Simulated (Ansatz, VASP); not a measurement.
Given: the input of a run of VASP 6.6.1 on Si2Mo.

File INCAR:

```
PREC = Accurate ; ENCUT = 520
EDIFF = 1E-7 ; ISMEAR = -1
SIGMA = 0.05 ; LREAL = False
LASPH = True ; NELM = 60
ALGO = Normal ; ISIF = 2
LWAVE = False ; LCHARG = False
GGA = PE ; NBANDS = 18
```

The input KPOINTS:

```
Automatic mesh
0
Gamma
  12 12 12
```

File POSCAR:

```
Si2Mo
1.0
   -1.5892614214      1.5892614214      3.9041200105
    1.5892614214     -1.5892614214      3.9041200105
    1.5892614214      1.5892614214     -3.9041200105
Mo Si
1 2
Direct
    0.0000000000      0.0000000000      0.0000000000
    0.6670000000      0.6670000000      0.0000000000
    0.3330000000      0.3330000000      0.0000000000
```

Potentials or basis: VASP PAW PBE potentials, release 64 (Mo_sv, Si).

Run with:

```console
$ cat potpaw_PBE.64/Mo_sv/POTCAR potpaw_PBE.64/Si/POTCAR > POTCAR
$ mpirun -np 1 vasp_std > vasp.out
```

Question: Translate it to Ansatz 0.2.0. Potentials there: Ansatz PAW.

Answer: As run (the cutoff follows the program's own potentials):

input.yaml

```yaml
crystal:
  lattice:
    - [-1.5892614214, 1.5892614214, 3.9041200105]
    - [1.5892614214, -1.5892614214, 3.9041200105]
    - [1.5892614214, 1.5892614214, -3.9041200105]
  atoms:
    - { symbol: Mo, position: [0.0, 0.0, 0.0] }
    - { symbol: Si, position: [0.667, 0.667, 0.0] }
    - { symbol: Si, position: [0.333, 0.333, 0.0] }
hamiltonian:
  xc: pbe
  pseudopotentials: { kind: paw }
kpoints:
  mp_grid: { grid: [12, 12, 12] }
scf:
  occupations: { method: fermi_dirac, width: 0.05 }
output:
  forces: true
  stress: true
  eigenvalues: true
```

Potentials or basis: Ansatz PAW.

Command:

```console
$ ansatz run input.yaml --threads 1 --pin off --max-ram 3584MiB --backend cpu --events-out ev --progress --plain --runs-dir out
```

Both were run:

|  | VASP | Ansatz | Ansatz less VASP |
| --- | --- | --- | --- |
| gap on the k mesh at the Fermi level (eV) | none | none | - |
| pressure (GPa) | 7.0 | 6.8 | -0.17 |
| largest component of the traceless stress (GPa) | 0.40 | 0.39 | -0.008 |
| rms of the force components (eV/Å) | 0.114 | 0.116 | +0.0025 |

Atom by atom the forces differ by 0.002 eV/Å (rms over components). A gap of «none» marks a metal or a gap that the smearing closes. With one functional, cell and mesh, what is left measures potentials, basis and numerics.
